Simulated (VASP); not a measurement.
# ZrB: single point with PBE

Crystal: ZrB.

```xyz
2
Lattice="-0.9764 1.9529 1.9529 1.9529 -0.9764 1.9529 1.9529 1.9529 -0.9764" Properties=species:S:1:pos:R:3 pbc="T T T"
Zr    0.0000    0.0000    0.0000
B     1.4647    1.4647    1.4647
```

```
Program                : VASP 6.6.1
Task                   : single point
Functional             : PBE
Potentials or basis    : VASP PAW PBE potentials, release 64 (Zr_sv, B)
Cutoff                 : 520 eV
k mesh                 : 20 × 20 × 20
Occupations            : gaussian, width 0.15 eV
Spin                   : no spin polarisation
Dipole correction      : no
Further INCAR settings : ALGO = Fast; EDIFF = 1e-06; NBANDS = 14
```

```
Pressure               : 18.0 GPa
Band gap on the k mesh : none (metal or under the smearing width)
```

Levels at points of the mesh, in eV from the Fermi level:
| k point | band 3 | band 4 | band 5 | band 6 | band 7 | band 8 | band 9 | band 10 | band 11 | band 12 |
| --- | --- | --- | --- | --- | --- | --- | --- | --- | --- | --- |
| (0.00, 0.00, 0.00) | -26.07 | -26.07 | -10.20 | -2.30 | -2.30 | 2.53 | 2.53 | 2.53 | 4.98 | 4.98 |
| (0.50, 0.00, 0.00) | -25.94 | -25.94 | -6.36 | -5.75 | -1.13 | -0.64 | -0.64 | 5.47 | 6.72 | 8.71 |
| (0.50, 0.50, 0.00) | -27.12 | -25.83 | -7.77 | -1.78 | -1.78 | -0.99 | 2.28 | 2.28 | 3.62 | 6.79 |
| (0.50, 0.50, 0.50) | -26.92 | -26.92 | -5.33 | -5.33 | -5.33 | -3.11 | 7.59 | 7.59 | 8.59 | 8.59 |

Run time: 73 s on 1 thread of Intel(R) Xeon(R) Platinum 8488C (Sapphire Rapids), with other jobs on the host, peak memory 0.22 GiB.

Caveat: so large a pressure means that the cell lies far from this level's equilibrium, or that cutoff or potentials fall short.
